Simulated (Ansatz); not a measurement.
# HW4C4: the cost of one run

Program: Ansatz 0.2.0. Level of theory: DFT PBE+D3(BJ), plane waves, PAW, scalar-relativistic, no spin polarisation. These are calculated values, not measurements.

The COD cell was measured well above room temperature, so it is larger than a cold one.

## 1. The system as given

The cell holds 18 atoms (C8H2W8): a = 5.796 Å, b = 5.670 Å, c = 15.183 Å, α = 90.00°, β = 90.00°, γ = 90.00°.

As a file:

```xyz
18
Lattice="5.7965 0.0000 0.0000 0.0000 5.6697 0.0000 0.0000 0.0000 15.1832" Properties=species:S:1:pos:R:3 pbc="T T T"
W     0.0000    0.0000    1.0000
C     0.0000    1.4174    2.6733
W     1.4491    0.0000    3.5099
C     1.4491    1.4174    5.1832
W     0.0000    2.8348    1.0000
C     0.0000    4.2523    2.6733
W     1.4491    2.8348    3.5099
C     1.4491    4.2523    5.1832
W     2.8982    0.0000    1.0000
C     2.8982    1.4174    2.6733
W     4.3473    0.0000    3.5099
C     4.3473    1.4174    5.1832
W     2.8982    2.8348    1.0000
C     2.8982    4.2523    2.6733
W     4.3473    2.8348    3.5099
C     4.3473    4.2523    5.1832
H     0.0064    4.4319    6.4332
H     0.7167    4.7543    6.4332
```

## 2. Relaxing end A

The input, input.yaml:

```yaml
crystal:
  lattice:
    - [5.79646, 0.0, 0.0]
    - [0.0, 5.66968, 0.0]
    - [0.0, 0.0, 15.183235]
  atoms:
    - { symbol: W, position: [0.0, 0.0, 0.0658621] }
    - { symbol: C, position: [0.0, 0.25, 0.1760688] }
    - { symbol: W, position: [0.25, 0.0, 0.2311721] }
    - { symbol: C, position: [0.25, 0.25, 0.3413788] }
    - { symbol: W, position: [0.0, 0.5, 0.0658621] }
    - { symbol: C, position: [0.0, 0.75, 0.1760688] }
    - { symbol: W, position: [0.25, 0.5, 0.2311721] }
    - { symbol: C, position: [0.25, 0.75, 0.3413788] }
    - { symbol: W, position: [0.5, 0.0, 0.0658621] }
    - { symbol: C, position: [0.5, 0.25, 0.1760688] }
    - { symbol: W, position: [0.75, 0.0, 0.2311721] }
    - { symbol: C, position: [0.75, 0.25, 0.3413788] }
    - { symbol: W, position: [0.5, 0.5, 0.0658621] }
    - { symbol: C, position: [0.5, 0.75, 0.1760688] }
    - { symbol: W, position: [0.75, 0.5, 0.2311721] }
    - { symbol: C, position: [0.75, 0.75, 0.3413788] }
    - { symbol: H, position: [0.0011078, 0.7816764, 0.4237065] }
    - { symbol: H, position: [0.1236398, 0.8385405, 0.4237065] }
basis:
  ecutwfc: 420.0
kpoints:
  mp_grid: { grid: [4, 5, 1] }
hamiltonian:
  xc: pbe
  dispersion: d3bj
  pseudopotentials: { kind: paw, azcp: { folder: soft_1 } }
scf:
  occupations: { method: gaussian, width: 0.05 }
  lower_state_search: "off"
relax:
  f_tol: 0.03
  max_steps: 60
  adjacent_minimum: "off"
  constraints: [{ sites: [0, 4, 8, 12] }]
output:
  write_density: true
  write_potential: true
  elf: true
  volumetric_format: npy
```

Command:

```console
$ ansatz run input.yaml --threads 4 --pin off --max-ram 10240MiB --backend cpu --events-out ev --progress --plain --runs-dir out
```

What time and memory should one allow on 4 threads of Arm Neoverse V1, shared host?

About 5 min, with a peak of 1.5 GiB.
